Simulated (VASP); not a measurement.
A VASP 6.6.1 single-point calculation on GaP

INCAR

```
MAGMOM = 1 -1
EDIFF = 1E-7
METAGGA = R2SCAN
LASPH = .TRUE.
NSW = 0
PREC = Medium
SIGMA = 0.01
ALGO = Normal
ENCUT = 520
IBRION = -1
LCHARG = .FALSE.
ISPIN = 2
NBANDS = 16
ISIF = 2
NELM = 96
MAXMIX = 5
LWAVE = .FALSE.
LREAL = .FALSE.
ISMEAR = 0
```

KPOINTS

```
KPOINTS created by Atomic Simulation Environment
0
Gamma
8 8 8
0 0 0
```

POSCAR

```
Ga P
 1.0000000000000000
    -0.0000000000000000    2.7253992946765000    2.7253992946765000
     2.7253992946765000    0.0000000000000000    2.7253992946765000
     2.7253992946765000    2.7253992946765000    0.0000000000000000
 Ga  P
   1   1
Cartesian
  0.0000000000000000 -0.0000000000000000 -0.0000000000000000
  1.3626996473382502  1.3626996473382502  1.3626996473382502
```

The recommended PBE PAW datasets give the neutral cell 18 valence electrons.

Command

```
mpirun -np 1 vasp_std
```

OSZICAR

```
N       E                     dE             d eps       ncg     rms          rms(c)
DAV:   1     0.656210534655E+02    0.65621E+02   -0.91778E+03  1928   0.163E+03
DAV:   2    -0.172790866679E+02   -0.82900E+02   -0.78811E+02  2104   0.309E+02
DAV:   3    -0.232204996091E+02   -0.59414E+01   -0.59245E+01  2352   0.657E+01
DAV:   4    -0.233116282082E+02   -0.91129E-01   -0.91111E-01  2280   0.877E+00
DAV:   5    -0.233134483889E+02   -0.18202E-02   -0.18201E-02  2344   0.108E+00    0.787E+00
DAV:   6    -0.214147778809E+02    0.18987E+01   -0.79198E-01  2544   0.173E+01    0.413E+00
DAV:   7    -0.214587126692E+02   -0.43935E-01   -0.17903E-01  2288   0.426E+00    0.252E+00
DAV:   8    -0.214685683797E+02   -0.98557E-02   -0.64517E-02  2192   0.227E+00    0.824E-01
DAV:   9    -0.214699854621E+02   -0.14171E-02   -0.79715E-03  2288   0.859E-01    0.411E-01
DAV:  10    -0.214694208359E+02    0.56463E-03   -0.12762E-03  2368   0.455E-01    0.146E-01
DAV:  11    -0.214694689257E+02   -0.48090E-04   -0.19355E-04  2120   0.143E-01    0.112E-01
DAV:  12    -0.214694637613E+02    0.51644E-05   -0.12088E-05  2568   0.378E-02    0.341E-02
DAV:  13    -0.214694711629E+02   -0.74017E-05   -0.93931E-06  2152   0.263E-02    0.163E-02
DAV:  14    -0.214694703871E+02    0.77582E-06   -0.31190E-06  2168   0.189E-02    0.680E-03
DAV:  15    -0.214694701985E+02    0.18864E-06   -0.41393E-07  2304   0.795E-03    0.221E-03
DAV:  16    -0.214694703461E+02   -0.14768E-06   -0.32486E-08  1400   0.177E-03    0.128E-03
DAV:  17    -0.214694704354E+02   -0.89245E-07   -0.45705E-09  1224   0.849E-04
   1 F= -.21469470E+02 E0= -.21469470E+02  d E =-.452184E-48  mag=     0.0000
```

It converged. Results: pressure 0.3 GPa; magnetic moment of the cell 0.00 μB.

For comparison, a separate r²SCAN run of the intended cell, on usual settings and not on those above, gives a gap of 1.90 eV on its mesh and a pressure of 0.0 GPa.

The run above took about 62 s on one core of a shared host (Intel Xeon Platinum 8488C) and held 0.14 GiB at most.
